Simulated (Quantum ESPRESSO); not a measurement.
# BN (F-43m) in Quantum ESPRESSO: a series of runs, part 2 of 3

Quantum ESPRESSO 7.5. Earlier steps stand in the parts before.

### 3 Band structure, PBE

pw.in reads:

```
&CONTROL
  calculation = 'scf'
  prefix = 'pwscf'
  outdir = './tmp'
  pseudo_dir = './pseudo'
  tprnfor = .true.
  tstress = .true.
  disk_io = 'low'
/
&SYSTEM
  ibrav = 0
  nat = 2
  ntyp = 2
  ecutwfc = 45
  ecutrho = 360
  nbnd = 9
  occupations = 'smearing'
  smearing = 'fd'
  degauss = 0.00367493
/
&ELECTRONS
  conv_thr = 4d-10
  electron_maxstep = 120
  mixing_beta = 0.5
/
ATOMIC_SPECIES
N     14.0070 n_pbe_v1.2.uspp.F.UPF
B     10.8100 b_pbe_v1.4.uspp.F.UPF
CELL_PARAMETERS angstrom
   0.0000000000    1.8130010000    1.8130010000
   1.8130010000    0.0000000000    1.8130010000
   1.8130010000    1.8130010000    0.0000000000
ATOMIC_POSITIONS crystal
N      0.2500000000    0.2500000000    0.2500000000
B      0.0000000000    0.0000000000    0.0000000000
K_POINTS automatic
13 13 13 0 0 0
```

bands.in reads:

```
&CONTROL
  calculation = 'bands'
  prefix = 'pwscf'
  outdir = './tmp'
  pseudo_dir = './pseudo'
  disk_io = 'low'
  verbosity = 'high'
/
&SYSTEM
  ibrav = 0
  nat = 2
  ntyp = 2
  ecutwfc = 45
  ecutrho = 360
  nbnd = 9
  occupations = 'smearing'
  smearing = 'fd'
  degauss = 0.00367493
/
&ELECTRONS
  conv_thr = 1d-08
  electron_maxstep = 120
  mixing_beta = 0.5
  diago_full_acc = .true.
  startingwfc = 'random'
/
ATOMIC_SPECIES
N     14.0070 n_pbe_v1.2.uspp.F.UPF
B     10.8100 b_pbe_v1.4.uspp.F.UPF
CELL_PARAMETERS angstrom
   0.0000000000    1.8130010000    1.8130010000
   1.8130010000    0.0000000000    1.8130010000
   1.8130010000    1.8130010000    0.0000000000
ATOMIC_POSITIONS crystal
N      0.2500000000    0.2500000000    0.2500000000
B      0.0000000000    0.0000000000    0.0000000000
K_POINTS crystal
60
 0.0000000000  0.0000000000  0.0000000000 1
 0.0625000000  0.0000000000  0.0625000000 1
 0.1250000000  0.0000000000  0.1250000000 1
 0.1875000000  0.0000000000  0.1875000000 1
 0.2500000000  0.0000000000  0.2500000000 1
 0.3125000000  0.0000000000  0.3125000000 1
 0.3750000000  0.0000000000  0.3750000000 1
 0.4375000000  0.0000000000  0.4375000000 1
 0.5000000000  0.0000000000  0.5000000000 1
 0.5000000000  0.0625000000  0.5625000000 1
 0.5000000000  0.1250000000  0.6250000000 1
 0.5000000000  0.1875000000  0.6875000000 1
 0.5000000000  0.2500000000  0.7500000000 1
 0.4375000000  0.3125000000  0.7500000000 1
 0.3750000000  0.3750000000  0.7500000000 1
 0.3375000000  0.3375000000  0.6750000000 1
 0.3000000000  0.3000000000  0.6000000000 1
 0.2625000000  0.2625000000  0.5250000000 1
 0.2250000000  0.2250000000  0.4500000000 1
 0.1875000000  0.1875000000  0.3750000000 1
 0.1500000000  0.1500000000  0.3000000000 1
 0.1125000000  0.1125000000  0.2250000000 1
 0.0750000000  0.0750000000  0.1500000000 1
 0.0375000000  0.0375000000  0.0750000000 1
 0.0000000000  0.0000000000  0.0000000000 1
 0.0625000000  0.0625000000  0.0625000000 1
 0.1250000000  0.1250000000  0.1250000000 1
 0.1875000000  0.1875000000  0.1875000000 1
 0.2500000000  0.2500000000  0.2500000000 1
 0.3125000000  0.3125000000  0.3125000000 1
 0.3750000000  0.3750000000  0.3750000000 1
 0.4375000000  0.4375000000  0.4375000000 1
 0.5000000000  0.5000000000  0.5000000000 1
 0.5250000000  0.4500000000  0.5250000000 1
 0.5500000000  0.4000000000  0.5500000000 1
 0.5750000000  0.3500000000  0.5750000000 1
 0.6000000000  0.3000000000  0.6000000000 1
 0.6250000000  0.2500000000  0.6250000000 1
 0.5833333333  0.2500000000  0.6666666667 1
 0.5416666667  0.2500000000  0.7083333333 1
 0.5000000000  0.2500000000  0.7500000000 1
 0.5000000000  0.2857142857  0.7142857143 1
 0.5000000000  0.3214285714  0.6785714286 1
 0.5000000000  0.3571428571  0.6428571429 1
 0.5000000000  0.3928571429  0.6071428571 1
 0.5000000000  0.4285714286  0.5714285714 1
 0.5000000000  0.4642857143  0.5357142857 1
 0.5000000000  0.5000000000  0.5000000000 1
 0.4821428571  0.4821428571  0.5357142857 1
 0.4642857143  0.4642857143  0.5714285714 1
 0.4464285714  0.4464285714  0.6071428571 1
 0.4285714286  0.4285714286  0.6428571429 1
 0.4107142857  0.4107142857  0.6785714286 1
 0.3928571429  0.3928571429  0.7142857143 1
 0.3750000000  0.3750000000  0.7500000000 1
 0.6250000000  0.2500000000  0.6250000000 1
 0.5937500000  0.1875000000  0.5937500000 1
 0.5625000000  0.1250000000  0.5625000000 1
 0.5312500000  0.0625000000  0.5312500000 1
 0.5000000000  0.0000000000  0.5000000000 1
```

Potentials or basis: GBRV 1.5 PBE.

Launch:

```sh
$ OMP_NUM_THREADS=1 pw.x -in pw.in > pw.out
$ OMP_NUM_THREADS=1 pw.x -in bands.in > bands.out
```

pw.out:

```text
This program is part of the open-source Quantum ESPRESSO suite
     for quantum simulation of materials; please cite
[... 9 lines left out ...]
     --------------------
     sticks:   dense  smooth     PW     G-vecs:    dense   smooth      PW
     Sum         583     295     97                 9377     3287     645

     Using Slab Decomposition

     bravais-lattice index     =            0
     lattice parameter (alat)  =       4.8452  a.u.
     unit-cell volume          =      80.4305 (a.u.)^3
     number of atoms/cell      =            2
     number of atomic types    =            2
     number of electrons       =         8.00
     number of Kohn-Sham states=            9
     kinetic-energy cutoff     =      45.0000  Ry
     charge density cutoff     =     360.0000  Ry
     scf convergence threshold =      4.0E-10
     mixing beta               =       0.5000
     number of iterations used =            8  plain     mixing
     Exchange-correlation=  SLA  PW   PBX  PBC
                           (   1   4   3   4   0   0   0)

     celldm(1)=   4.845202  celldm(2)=   0.000000  celldm(3)=   0.000000
     celldm(4)=   0.000000  celldm(5)=   0.000000  celldm(6)=   0.000000

     crystal axes: (cart. coord. in units of alat)
               a(1) = (   0.000000   0.707107   0.707107 )
               a(2) = (   0.707107   0.000000   0.707107 )
               a(3) = (   0.707107   0.707107   0.000000 )

     reciprocal axes: (cart. coord. in units 2 pi/alat)
               b(1) = ( -0.707107  0.707107  0.707107 )
               b(2) = (  0.707107 -0.707107  0.707107 )
               b(3) = (  0.707107  0.707107 -0.707107 )

     PseudoPot. # 1 for N  read from file:
     n_pbe_v1.2.uspp.F.UPF
     Pseudo is Ultrasoft + core correction, Zval =  5.0
     Generated by new atomic code, or converted to UPF format
     Using radial grid of  729 points,  4 beta functions with:
                l(1) =   0
                l(2) =   0
                l(3) =   1
                l(4) =   1
     Q(r) pseudized with  8 coefficients,  rinner =    0.900   0.900   0.900

     PseudoPot. # 2 for B  read from file:
     b_pbe_v1.4.uspp.F.UPF
     Pseudo is Ultrasoft + core correction, Zval =  3.0
     Generated by new atomic code, or converted to UPF format
     Using radial grid of  781 points,  4 beta functions with:
                l(1) =   0
                l(2) =   0
                l(3) =   1
                l(4) =   1
     Q(r) pseudized with  8 coefficients,  rinner =    1.100   1.100   1.100

     atomic species   valence    mass     pseudopotential
     N                 5.00    14.00700     N ( 1.00)
     B                 3.00    10.81000     B ( 1.00)

     24 Sym. Ops. (no inversion) found

   Cartesian axes

     site n.     atom                  positions (alat units)
         1        N      tau(   1) = (   0.3535534   0.3535534   0.3535534  )
         2        B      tau(   2) = (   0.0000000   0.0000000   0.0000000  )

     number of k points=    84  Fermi-Dirac smearing, width (Ry)=  0.0037
                       cart. coord. in units 2pi/alat
        k(    1) = (   0.0000000   0.0000000   0.0000000), wk =   0.0009103
        k(    2) = (   0.0543928   0.0543928  -0.0543928), wk =   0.0072827
        k(    3) = (   0.1087857   0.1087857  -0.1087857), wk =   0.0072827
        k(    4) = (   0.1631785   0.1631785  -0.1631785), wk =   0.0072827
        k(    5) = (   0.2175713   0.2175713  -0.2175713), wk =   0.0072827
        k(    6) = (   0.2719641   0.2719641  -0.2719641), wk =   0.0072827
[... 76 lines left out ...]
        k(   83) = (   0.0000000  -0.4351426   0.6527140), wk =   0.0218480
        k(   84) = (  -0.0543928  -0.3807498   0.7071068), wk =   0.0218480

     Dense  grid:     9377 G-vectors     FFT dimensions: (  30,  30,  30)

     Smooth grid:     3287 G-vectors     FFT dimensions: (  24,  24,  24)

     Initial potential from superposition of free atoms

     starting charge       7.9997, renormalised to       8.0000
     Starting wfcs are    8 randomized atomic wfcs +    1 random wfcs

     Self-consistent Calculation

     iteration #  1     ecut=    45.00 Ry     beta= 0.50
     Davidson diagonalization with overlap
     ethr =  1.00E-02,  avg # of iterations =  4.3

     total energy              =     -26.66842963 Ry
     estimated scf accuracy    <       0.21505214 Ry

     iteration #  2     ecut=    45.00 Ry     beta= 0.50
     Davidson diagonalization with overlap
     ethr =  2.69E-03,  avg # of iterations =  1.2
[... 36 lines left out ...]
     total energy              =     -26.71031971 Ry
     estimated scf accuracy    <       0.00000002 Ry

     iteration #  8     ecut=    45.00 Ry     beta= 0.50
     Davidson diagonalization with overlap
     ethr =  1.94E-10,  avg # of iterations =  1.0

     End of self-consistent calculation

          k = 0.0000 0.0000 0.0000 (   411 PWs)   bands (ev):

    -9.0965  11.0170  11.0170  11.0170  19.7966  19.7966  19.7966  21.2582
    35.5990

          k = 0.0544 0.0544-0.0544 (   405 PWs)   bands (ev):

    -8.9536  10.2356  10.8631  10.8631  19.9745  20.0304  20.0304  21.7432
    35.4440
[... 403 lines left out ...]
    -3.3366   3.1257   3.9650   5.4433  19.4371  23.8914  25.3269  27.1620
    30.1085

          k =-0.0544-0.3807 0.7071 (   404 PWs)   bands (ev):

    -3.3516   3.2425   4.1293   5.0243  20.4575  23.9585  25.0534  26.4595
    30.0200

     the Fermi energy is    13.2512 ev

!    total energy              =     -26.71031971 Ry
     estimated scf accuracy    <          3.9E-10 Ry
     smearing contrib. (-TS)   =       0.00000000 Ry
     internal energy E=F+TS    =     -26.71031971 Ry

     The total energy is F=E-TS. E is the sum of the following terms:
     one-electron contribution =       4.46517404 Ry
     hartree contribution      =       3.62544202 Ry
     xc contribution           =      -8.54007297 Ry
     ewald contribution        =     -26.26086280 Ry

     convergence has been achieved in   8 iterations

     Forces acting on atoms (cartesian axes, Ry/au):

     atom    1 type  1   force =     0.00000000    0.00000000    0.00000000
     atom    2 type  2   force =    -0.00000000    0.00000000    0.00000000

     Total force =     0.000000     Total SCF correction =     0.000000

     Computing stress (Cartesian axis) and pressure

          total   stress  (Ry/bohr**3)                   (kbar)     P=       -5.05
  -0.00003436   0.00000000  -0.00000000           -5.05        0.00       -0.00
   0.00000000  -0.00003436  -0.00000000            0.00       -5.05       -0.00
  -0.00000000  -0.00000000  -0.00003436           -0.00       -0.00       -5.05

=------------------------------------------------------------------------------=
   JOB DONE.
=------------------------------------------------------------------------------=
```

bands.out:

```text
This program is part of the open-source Quantum ESPRESSO suite
     for quantum simulation of materials; please cite
         "P. Giannozzi et al., J. Phys.:Condens. Matter 21 395502 (2009);
         "P. Giannozzi et al., J. Phys.:Condens. Matter 29 465901 (2017);
         "P. Giannozzi et al., J. Chem. Phys. 152 154105 (2020);
     in publications or presentations arising from this work. More details at

     Atomic positions and unit cell read from directory:
[... 611 lines left out ...]
    30.7294

          k = 0.0000 0.6187-0.0000 (   424 PWs)   bands (ev):
[... 261 lines left out ...]
    -3.5675   2.1632   6.1545   6.1545  15.4819  20.2063  28.8150  28.8150
    31.6670

=------------------------------------------------------------------------------=
   JOB DONE.
=------------------------------------------------------------------------------=
```

Wall time 15 s (1 thread of Intel Xeon Platinum 8259CL at 2.50GHz (Skylake/Cascade Lake), shared host); peak memory 0.09 GiB.

Results:

* Free energy: -363.4124 eV
* Pressure: -0.5 GPa
* Band gap on the k mesh: 4.54 eV, indirect (least direct gap 8.78 eV)
* Band gap along the path: 4.46 eV, indirect (least direct gap 8.78 eV)

Levels at the corners of the path, in eV from the valence-band top:
```
point  band 2  band 3  band 4  band 5  band 6  band 7
    Γ    0.00    0.00    0.00    8.78    8.78    8.78
    X   -8.85   -4.86   -4.86    4.46    9.19   17.80
    W   -7.54   -6.90   -6.45    9.57   13.22   14.45
    K   -8.07   -7.59   -4.04    6.90   12.80   15.72
    Γ    0.00    0.00    0.00    8.78    8.78    8.78
    L  -10.61   -1.93   -1.93   10.05   10.66   10.66
    U   -8.07   -7.59   -4.04    6.90   12.80   15.72
    W   -7.54   -6.90   -6.45    9.57   13.22   14.45
    L  -10.61   -1.93   -1.93   10.05   10.66   10.66
    K   -8.07   -7.59   -4.04    6.90   12.80   15.72
    U   -8.07   -7.59   -4.04    6.90   12.80   15.72
    X   -8.85   -4.86   -4.86    4.46    9.19   17.80
```

### 4 Band structure, PBE

pw.in: that of step 3 with these lines changed.

```diff
@@ -13,4 +13,4 @@
   ntyp = 2
-  ecutwfc = 45
-  ecutrho = 360
+  ecutwfc = 50
+  ecutrho = 300
   nbnd = 9
@@ -26,4 +26,4 @@
 ATOMIC_SPECIES
-N     14.0070 n_pbe_v1.2.uspp.F.UPF
-B     10.8100 b_pbe_v1.4.uspp.F.UPF
+N     14.0070 N.GGA_PBE-JTH.UPF
+B     10.8100 B.GGA_PBE-JTH.UPF
 CELL_PARAMETERS angstrom
```

bands.in: that of step 3 with these lines changed.

```diff
@@ -12,4 +12,4 @@
   ntyp = 2
-  ecutwfc = 45
-  ecutrho = 360
+  ecutwfc = 50
+  ecutrho = 300
   nbnd = 9
@@ -27,4 +27,4 @@
 ATOMIC_SPECIES
-N     14.0070 n_pbe_v1.2.uspp.F.UPF
-B     10.8100 b_pbe_v1.4.uspp.F.UPF
+N     14.0070 N.GGA_PBE-JTH.UPF
+B     10.8100 B.GGA_PBE-JTH.UPF
 CELL_PARAMETERS angstrom
```

Potentials or basis: JTH 2.0 PBE.

Launch:

```sh
$ OMP_NUM_THREADS=1 pw.x -in pw.in > pw.out
$ OMP_NUM_THREADS=1 pw.x -in bands.in > bands.out
```

Wall time 17 s (1 thread of Intel Xeon Platinum 8259CL at 2.50GHz (Skylake/Cascade Lake), shared host); peak memory 0.09 GiB.

It converged, with:

| Item | Value |
| --- | --- |
| Free energy | -542.2858 eV |
| Pressure | -1.0 GPa |
| Band gap on the k mesh | 4.52 eV, indirect (least direct gap 8.76 eV) |
| Band gap along the path | 4.45 eV, indirect (least direct gap 8.76 eV) |

Levels at the corners of the path, in eV from the valence-band top:
```
point  band 2  band 3  band 4  band 5  band 6  band 7
    Γ    0.00    0.00    0.00    8.76    8.76    8.76
    X   -8.86   -4.86   -4.86    4.45    9.17   17.78
    W   -7.56   -6.90   -6.45    9.56   13.19   14.44
    K   -8.09   -7.60   -4.04    6.88   12.78   15.70
    Γ    0.00    0.00    0.00    8.76    8.76    8.76
    L  -10.61   -1.93   -1.93   10.01   10.65   10.65
    U   -8.09   -7.60   -4.04    6.88   12.78   15.70
    W   -7.56   -6.90   -6.45    9.56   13.19   14.44
    L  -10.61   -1.93   -1.93   10.01   10.65   10.65
    K   -8.09   -7.60   -4.04    6.88   12.78   15.70
    U   -8.09   -7.60   -4.04    6.88   12.78   15.70
    X   -8.86   -4.86   -4.86    4.45    9.17   17.78
```

### 5 Band structure, PBE

pw.in: that of step 4 with these lines changed.

```diff
@@ -13,4 +13,3 @@
   ntyp = 2
-  ecutwfc = 50
-  ecutrho = 300
+  ecutwfc = 84
   nbnd = 9
@@ -26,4 +25,4 @@
 ATOMIC_SPECIES
-N     14.0070 N.GGA_PBE-JTH.UPF
-B     10.8100 B.GGA_PBE-JTH.UPF
+N     14.0070 N.upf
+B     10.8100 B.upf
 CELL_PARAMETERS angstrom
```

bands.in: that of step 4 with these lines changed.

```diff
@@ -12,4 +12,3 @@
   ntyp = 2
-  ecutwfc = 50
-  ecutrho = 300
+  ecutwfc = 84
   nbnd = 9
@@ -27,4 +26,4 @@
 ATOMIC_SPECIES
-N     14.0070 N.GGA_PBE-JTH.UPF
-B     10.8100 B.GGA_PBE-JTH.UPF
+N     14.0070 N.upf
+B     10.8100 B.upf
 CELL_PARAMETERS angstrom
```

Potentials or basis: PseudoDojo 0.4 SR PBE stringent.

Launch:

```sh
$ OMP_NUM_THREADS=1 pw.x -in pw.in > pw.out
$ OMP_NUM_THREADS=1 pw.x -in bands.in > bands.out
```

pw.out:

```text
This program is part of the open-source Quantum ESPRESSO suite
     for quantum simulation of materials; please cite
         "P. Giannozzi et al., J. Phys.:Condens. Matter 21 395502 (2009);
         "P. Giannozzi et al., J. Phys.:Condens. Matter 29 465901 (2017);
         "P. Giannozzi et al., J. Chem. Phys. 152 154105 (2020);
     in publications or presentations arising from this work. More details at

     Message from routine setup:
     using ibrav=0 with symmetry is DISCOURAGED, use correct ibrav instead

     G-vector sticks info
     --------------------
     sticks:   dense  smooth     PW     G-vecs:    dense   smooth      PW
     Sum         547     547    163                 8363     8363    1459

     Using Slab Decomposition

     bravais-lattice index     =            0
     lattice parameter (alat)  =       4.8452  a.u.
     unit-cell volume          =      80.4305 (a.u.)^3
     number of atoms/cell      =            2
     number of atomic types    =            2
     number of electrons       =         8.00
     number of Kohn-Sham states=            9
     kinetic-energy cutoff     =      84.0000  Ry
     charge density cutoff     =     336.0000  Ry
     scf convergence threshold =      4.0E-10
     mixing beta               =       0.5000
     number of iterations used =            8  plain     mixing
     Exchange-correlation= PBE
                           (   1   4   3   4   0   0   0)

     celldm(1)=   4.845202  celldm(2)=   0.000000  celldm(3)=   0.000000
[... 48 lines left out ...]
        k(    3) = (   0.1087857   0.1087857  -0.1087857), wk =   0.0072827
        k(    4) = (   0.1631785   0.1631785  -0.1631785), wk =   0.0072827
        k(    5) = (   0.2175713   0.2175713  -0.2175713), wk =   0.0072827
        k(    6) = (   0.2719641   0.2719641  -0.2719641), wk =   0.0072827
[... 76 lines left out ...]
        k(   83) = (   0.0000000  -0.4351426   0.6527140), wk =   0.0218480
        k(   84) = (  -0.0543928  -0.3807498   0.7071068), wk =   0.0218480

     Dense  grid:     8363 G-vectors     FFT dimensions: (  30,  30,  30)

     Initial potential from superposition of free atoms

     starting charge       7.9997, renormalised to       8.0000
     Starting wfcs are    8 randomized atomic wfcs +    1 random wfcs

     Self-consistent Calculation

     iteration #  1     ecut=    84.00 Ry     beta= 0.50
     Davidson diagonalization with overlap
     ethr =  1.00E-02,  avg # of iterations =  5.2

     total energy              =     -26.76620940 Ry
     estimated scf accuracy    <       0.21183490 Ry
[... 43 lines left out ...]
     iteration #  8     ecut=    84.00 Ry     beta= 0.50
     Davidson diagonalization with overlap
     ethr =  1.93E-10,  avg # of iterations =  1.0

     End of self-consistent calculation

          k = 0.0000 0.0000 0.0000 (  1037 PWs)   bands (ev):

    -9.0969  11.0109  11.0109  11.0109  19.8434  19.8434  19.8434  21.2286
    35.5845
[... 413 lines left out ...]
    -3.3475   3.2409   4.1299   5.0255  20.4892  23.9863  25.0875  26.4949
    29.9970

     the Fermi energy is    13.2438 ev

!    total energy              =     -26.80561300 Ry
     estimated scf accuracy    <          2.4E-10 Ry
     smearing contrib. (-TS)   =       0.00000000 Ry
     internal energy E=F+TS    =     -26.80561300 Ry

     The total energy is F=E-TS. E is the sum of the following terms:
     one-electron contribution =       4.58468599 Ry
     hartree contribution      =       3.60102472 Ry
     xc contribution           =      -8.73046091 Ry
     ewald contribution        =     -26.26086280 Ry

     convergence has been achieved in   8 iterations

     Forces acting on atoms (cartesian axes, Ry/au):

     atom    1 type  1   force =     0.00000000    0.00000000    0.00000000
     atom    2 type  2   force =    -0.00000000   -0.00000000   -0.00000000

     Total force =     0.000000     Total SCF correction =     0.000000

     Computing stress (Cartesian axis) and pressure

          total   stress  (Ry/bohr**3)                   (kbar)     P=       -7.94
  -0.00005394   0.00000000   0.00000000           -7.94        0.00        0.00
   0.00000000  -0.00005394   0.00000000            0.00       -7.94        0.00
   0.00000000   0.00000000  -0.00005394            0.00        0.00       -7.94

=------------------------------------------------------------------------------=
   JOB DONE.
=------------------------------------------------------------------------------=
```

It took 23 s on 1 thread of Intel Xeon Platinum 8259CL at 2.50GHz (Skylake/Cascade Lake), shared host; peak memory 0.09 GiB.

What came out:

```yaml
Free_energy: -364.7089 eV
Pressure: -0.8 GPa
Band_gap_on_the_k_mesh: 4.60 eV, indirect (least direct gap 8.83 eV)
Band_gap_along_the_path: 4.52 eV, indirect (least direct gap 8.83 eV)
```

Levels at the corners of the path, in eV from the valence-band top:
| point | band 1 | band 2 | band 3 | band 4 | band 5 | band 6 | band 7 | band 8 |
| --- | --- | --- | --- | --- | --- | --- | --- | --- |
| Γ | -20.11 | 0.00 | 0.00 | 0.00 | 8.83 | 8.83 | 8.83 | 10.22 |
| X | -14.57 | -8.85 | -4.86 | -4.86 | 4.52 | 9.29 | 17.77 | 17.77 |
| W | -14.27 | -7.54 | -6.89 | -6.44 | 9.61 | 13.23 | 14.55 | 14.55 |
| K | -14.49 | -8.07 | -7.58 | -4.04 | 6.95 | 12.86 | 15.72 | 16.54 |
| Γ | -20.11 | 0.00 | 0.00 | 0.00 | 8.83 | 8.83 | 8.83 | 10.22 |
| L | -15.93 | -10.60 | -1.93 | -1.93 | 10.09 | 10.73 | 10.73 | 15.16 |
| U | -14.49 | -8.07 | -7.58 | -4.04 | 6.95 | 12.86 | 15.72 | 16.54 |
| W | -14.27 | -7.54 | -6.89 | -6.44 | 9.61 | 13.23 | 14.55 | 14.55 |
| L | -15.93 | -10.60 | -1.93 | -1.93 | 10.09 | 10.73 | 10.73 | 15.16 |
| K | -14.49 | -8.07 | -7.58 | -4.04 | 6.95 | 12.86 | 15.72 | 16.54 |
| U | -14.49 | -8.07 | -7.58 | -4.04 | 6.95 | 12.86 | 15.72 | 16.54 |
| X | -14.57 | -8.85 | -4.86 | -4.86 | 4.52 | 9.29 | 17.77 | 17.77 |

(Part 2 of 3 ends here.)
